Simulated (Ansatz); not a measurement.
Set up this calculation in Ansatz 0.2.0, as the native input.

* Task: single point
* Functional: PBE
* Potentials or basis: Ansatz PAW
* Cutoff: 420 eV (not typed: the program's choice for these potentials)
* k mesh: 10 × 10 × 10
* Occupations: gaussian, width 0.017 eV
* Spin: no spin polarisation

AlN:

```
CELL_PARAMETERS angstrom
0.00000 2.18399 2.18399
2.18399 0.00000 2.18399
2.18399 2.18399 0.00000
ATOMIC_POSITIONS crystal
Al 0.00000 0.00000 0.00000
N 0.25000 0.25000 0.25000
```

Measurements of this composition are mostly on another form, of space group No. 186.

These files were run (other wordings do the same):

input.yaml

```yaml
crystal:
  lattice:
    - [0.0, 2.1839935596, 2.1839935596]
    - [2.1839935596, 0.0, 2.1839935596]
    - [2.1839935596, 2.1839935596, 0.0]
  atoms:
    - { symbol: Al, position: [0.0, 0.0, 0.0] }
    - { symbol: "N", position: [0.25, 0.25, 0.25] }
hamiltonian:
  xc: pbe
  pseudopotentials: { kind: paw }
kpoints:
  mp_grid: { grid: [10, 10, 10] }
scf:
  occupations: { method: gaussian, width: 0.017 }
output:
  forces: true
  stress: true
  eigenvalues: true
```

Potentials or basis: Ansatz PAW.

The run is started by

```bash
$ ansatz run input.yaml --threads 2 --pin off --max-ram 5632MiB --backend cpu --events-out ev --progress --plain --runs-dir out
```

It gave:

| Quantity | Value |
| --- | --- |
| Pressure | 4.9 GPa |
| Band gap on the k mesh | 3.33 eV, indirect (least direct gap 4.19 eV) |

Caveat: the pressure holds a Pulay correction of +0.5 GPa for the finite cutoff.

It took 1.3 s on 2 threads of Intel(R) Xeon(R) Processor @ 2.50GHz (Skylake/Cascade Lake), with other jobs on the host, peak memory 0.29 GiB.
